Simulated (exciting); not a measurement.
Runs of exciting (release sodium) on BN. The structure is cubic, space group F-43m (No. 216). The conventional cell has a = 3.626 Å, b = 3.626 Å, c = 3.626 Å, α = 90.00°, β = 90.00°, γ = 90.00°. N (site symmetry -43m) is surrounded by 4 B at 1.57 Å. B (site symmetry -43m) has 4 N at 1.57 Å as nearest neighbours. The cell is a database's computed one.

| task | level | potentials or basis | cell | k mesh | smearing | outputlevel | gmaxvr (cutoff of density and potential) | nempty | valence relativity | muffin-tin radii | rgkmax | mesh quality | gap on the mesh (eV) |
| --- | --- | --- | --- | --- | --- | --- | --- | --- | --- | --- | --- | --- | --- |
| electric field gradients | XPBE | all-electron LAPW+lo, shipped species files, valence relativity iora* | volume scaled by 0.92 | 13 × 13 × 13 | gaussian 0.05 eV | high | 14 1/bohr | 10 | iora* | N 1.41, B 1.41 bohr | 7.5 | not flagged | 4.68 |
| band structure | LDA-GL | all-electron LAPW+lo, shipped species files with second energy derivatives, valence relativity iora* | as given | 13 × 13 × 13 | fermi-dirac 0.1 eV | normal | 15 1/bohr | 10 | iora* | N 1.38, B 1.38 bohr | 6.5 | not flagged | (a) |
| density of states | TASK+TS | all-electron LAPW+lo, shipped species files, valence relativity zora | as given | 7 × 7 × 7 | fermi-dirac 0.05 eV | low | 15 1/bohr | 10 | zora | N 1.38, B 1.38 bohr | 6.5 | coarse | 5.74 |
| real-space fields | PW91 | all-electron LAPW+lo, shipped species files, valence relativity iora* | volume scaled by 1.25 | 13 × 13 × 13 | gaussian 0.0272 eV | high | 14 1/bohr | 10 | iora* | N 1.45, B 1.45 bohr | 6.5 | not flagged | 4.28 |

Alike in all rows: no spin polarisation.

Q: Estimate the missing entries.

A: (a) 4.45.

Caveats: some runs use coarse meshes; an odd mesh through Γ misses points on the zone boundary, where band edges often lie (some runs); EFG.OUT prints the tensor in atomic units and with the sign opposite to the usual one (some runs); this version's total energy under meta-GGAs is doubtful, so none is listed (some runs); the dispersion energy is computed afterwards and isn't part of the total energy (some runs).

Runs at the PBE level aren't shown here.
